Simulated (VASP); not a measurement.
Crystal: Ti.

```
Ti
1.0
    -1.65325    1.65325    1.65325
     1.65325   -1.65325    1.65325
     1.65325    1.65325   -1.65325
Ti
1
Cartesian
  0.0000 0.0000 0.0000
```

This isn't the form of Ti at room conditions, which is hcp.

- Program: VASP 6.6.1
- Task: relaxation of cell and atoms
- Functional: PBEsol
- Potentials or basis: VASP PAW PBE potentials, release 64 (Ti_sv)
- Cutoff: 600 eV
- k mesh: 6 × 6 × 6
- Occupations: gaussian, width 0.1 eV
- Spin: no spin polarisation

At the start: pressure -8.7 GPa; volume 18.07 Å³/atom.

Q: Where does the relaxation end?

A: Over 6 steps the energy falls by 48.0 meV/atom and the volume is 16.42 Å³/atom (-9.1 %); space group Im-3m (No. 229, to 0.05 Å).

Step by step:
```csv
step,energy change (eV),largest force (eV/Å),pressure (GPa),volume (Å³)
1,0.0000,0.0000,-8.69,18.07
2,-0.0338,0.0000,5.98,15.63
3,-0.0480,0.0000,-0.06,16.43
4,-0.0479,0.0000,0.16,16.40
5,-0.0480,0.0000,-0.08,16.44
6,-0.0480,0.0000,-0.01,16.42
```

Final structure:
```xyz
1
Lattice="-1.6013 1.6013 1.6013 1.6013 -1.6013 1.6013 1.6013 1.6013 -1.6013" Properties=species:S:1:pos:R:3 pbc="T T T"
Ti    0.0000    0.0000    0.0000
```

Caveat: the k mesh is coarse (spacing up to 0.45 Å⁻¹), so the values aren't converged; the PAW data sets were made with another functional, which shifts forces and pressure a little.
